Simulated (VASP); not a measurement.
# Ag: relaxation of cell and atoms with PBEsol+D4

Ag:

```
CELL_PARAMETERS angstrom
-1.65565 1.65565 1.65565
1.65565 -1.65565 1.65565
1.65565 1.65565 -1.65565
ATOMIC_POSITIONS crystal
Ag 0.00000 0.00000 0.00000
```

This isn't the form of Ag at room conditions, which is fcc.

```json
{
  "Program": "VASP 6.6.1",
  "Task": "relaxation of cell and atoms",
  "Functional": "PBEsol",
  "Dispersion": "D4",
  "Potentials or basis": "VASP PAW PBE potentials, release 64 (Ag)",
  "Cutoff": "600 eV",
  "k mesh": "11 × 11 × 11",
  "Occupations": "fermi-dirac, width 0.05 eV",
  "Spin": "no spin polarisation",
  "Further INCAR settings": "ALGO = Normal; EDIFF = 1e-06; IBRION = 2; EDIFFG = -0.02; NSW = 60; ISIF = 3"
}
```

```
Relaxed volume                         : 16.35 Å³/atom
Relaxed cell                           : a = 2.770 Å, b = 2.770 Å, c = 2.770 Å, α = 109.47°, β = 109.47°, γ = 109.47°
Space group after relaxing (to 0.05 Å) : Im-3m (No. 229)
Energy gained by relaxing              : 63.6 meV/atom
Ionic steps                            : 3
Pressure after relaxing                : -0.1 GPa
Band gap on the k mesh                 : none (metal or under the smearing width)
Dispersion energy per atom             : -0.344 eV
```

The path:
| step | energy change (eV) | largest force (eV/Å) | pressure (GPa) | volume (Å³) |
| --- | --- | --- | --- | --- |
| 1 | 0.0000 | 0.0000 | -10.04 | 18.15 |
| 2 | -0.0347 | 0.0000 | 9.76 | 15.33 |
| 3 | -0.0636 | 0.0000 | -0.08 | 16.35 |

Final structure:
```
Ag
1.0
    -1.59902    1.59902    1.59902
     1.59902   -1.59902    1.59902
     1.59902    1.59902   -1.59902
Ag
1
Direct
  0.00000 0.00000 0.00000
```

Levels at points of the mesh, in eV from the Fermi level:
```tsv
k point	band 3	band 4	band 5	band 6	band 7	band 8	band 9
(0.00, 0.00, 0.00)	-5.02	-5.02	-3.58	-3.58	18.11	18.11	18.11
```

Wall time 18 s on 1 thread of Intel(R) Xeon(R) Platinum 8259CL CPU @ 2.50GHz (Skylake/Cascade Lake), with other jobs on the host, peak memory 0.15 GiB.

Caveat: the PAW data sets were made with another functional, which shifts forces and pressure a little; pairwise dispersion overbinds metals, which lowers pressure and volume.
